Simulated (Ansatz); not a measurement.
SnTe:

```
Te Sn
1.0
     0.00000    3.15085    3.15085
     3.15085    0.00000    3.15085
     3.15085    3.15085    0.00000
Te Sn
1 1
Direct
  0.50000 0.50000 0.50000
  0.00000 0.00000 0.00000
```

Base run:

```yaml
Program: Ansatz 0.2.0
Functional: PBEsol
Potentials_or_basis: all-electron LAPW, scalar-relativistic
Cutoff: 185 eV
Density_cutoff: 741 eV
Basis_error_allowed: 0.001 eV/atom
k_mesh: 7 × 7 × 7
Occupations: gaussian, width 0.05 eV
Spin: no spin polarisation
```

Its results: pressure -0.4 GPa.

Task: The run is repeated on the same cell with these changes: functional from PBEsol to PBE; occupations from gaussian, width 0.05 eV to gaussian, width 0.021 eV. What comes out?

Result: Pressure 2.2 GPa.

Not every run made on this cell is shown here.
